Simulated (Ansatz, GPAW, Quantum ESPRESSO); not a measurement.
# Ir: programs and potentials compared

```
CELL_PARAMETERS angstrom
0.00000 1.91560 1.91560
1.91560 0.00000 1.91560
1.91560 1.91560 0.00000
ATOMIC_POSITIONS crystal
Ir 0.00000 0.00000 0.00000
```

Alike in all runs: task band structure; functional LDA; k mesh 12 × 12 × 12; occupations fermi-dirac, width 0.05 eV; no spin polarisation; no spin-orbit coupling. LDA stands for any of its common fits. Pressure is positive in compression and, in plane waves, holds the error of the finite cutoff.

```csv
program and potentials,plane-wave cutoff (eV),notes,pressure (GPa)
"Ansatz, all-electron LAPW, scalar-relativistic",-,-,-6.57
"GPAW, PAW data sets generated for this functional",600,15 valence electrons an atom on average,-8.83
"GPAW, the program's PAW data sets (release 1.2.1) made for this functional",600,15 valence electrons an atom on average,-8.83
"Quantum ESPRESSO, PseudoDojo 0.4.1 SR LDA standard",762,17 valence electrons an atom on average,-8.61
```

The pressure spans -8.83 (GPAW, the program's PAW data sets (release 1.2.1) made for this functional) to -6.57 GPa (Ansatz, all-electron LAPW, scalar-relativistic), with all-electron results at -6.57. The pressure on the cell as given of Ansatz, all-electron LAPW, scalar-relativistic lies far from the others; the cause wasn't traced.

Differences between rows come from potentials, basis sets and numerical settings, since the functional is the same but for its coding. Runs on potential files found faulty are left out.
